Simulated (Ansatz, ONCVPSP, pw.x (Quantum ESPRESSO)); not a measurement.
**From atom to crystal: ONCV potential for Pt**

| Item | Value |
| --- | --- |
| Element | platinum |
| Generator | ONCVPSP 4.0.1 |
| Type | optimised norm-conserving Vanderbilt (ONCV) |
| Functional | PBE |
| Relativity | scalar-relativistic |
| Frozen core | [Kr] 4d10 4f14 |
| Valence charge | 18 |
| Reference configuration | 5s2 5p6 5d9 6s1 |
| Partial waves | 5s+6s: rc 1.75 bohr, ncon 3, nbas 6, qcut 7.5 1/bohr, 2 projectors; 5p: rc 2.50 bohr, ncon 5, nbas 9, qcut 7 1/bohr, 1 projector; 5d: rc 1.75 bohr, ncon 3, nbas 7, qcut 7.3 1/bohr, local; f scattering state at 0.29 Ha: rc 2.30 bohr, ncon 5, nbas 8, qcut 4.2 1/bohr, 1 projector |
| Local potential | the d channel |
| Core correction | none |

Crystal test: sc Pt in pw.x 7.5, no spin, 12³ k-points, Fermi–Dirac smearing 0.01 Ry, cutoffs 55/220 Ry. The reference is all-electron LAPW (Ansatz 0.2.0) with the same functional, mesh and smearing; V0 and B0 come from Birch–Murnaghan fits to the pressures at five volumes. Errors are pseudo minus all-electron; Δ is the rms difference of the E(V) curves that follow from these fits, minima aligned, over ±6 % about the mean V0. Mesh and smearing are coarse, so the numbers serve the comparison and aren't converged zero-temperature values; the lattice is a test structure that the element need not adopt.

All-electron: a0 = 2.626 Å (V0 = 18.11 Å³/atom), B0 = 184.3 GPa.

Question: How far does the potential miss the all-electron equation of state?

Answer: mean pressure error (GPa): +2.03; a0 (Å): 2.636; a0 error (%): +0.37; B0 error (%): -2.6; Δ (meV/atom): 8.0.

```tsv
V (Å³/atom)	P all-electron (GPa)	P pseudo (GPa)
17.283	9.80	12.16
17.738	4.08	6.26
18.193	-0.80	1.21
18.648	-4.96	-3.10
19.103	-8.49	-6.75
```

Question: At the middle volume, how do free energy and pressure move when the wave cutoff is lowered (ecutrho kept at four times it)?

Answer:

| cutoff (Ry) | shift of F (meV/atom) | shift of P (GPa) |
| --- | --- | --- |
| 25 | +6764.7 | -229.79 |
| 33 | +978.8 | -49.31 |
| 44 | +35.3 | -3.32 |

The run at the middle volume (84 k-points, 8 iterations) took about 6.7 s on one core of a shared host (Intel(R) Xeon(R) 6975P-C, 32 threads, 124 GiB, load 10).
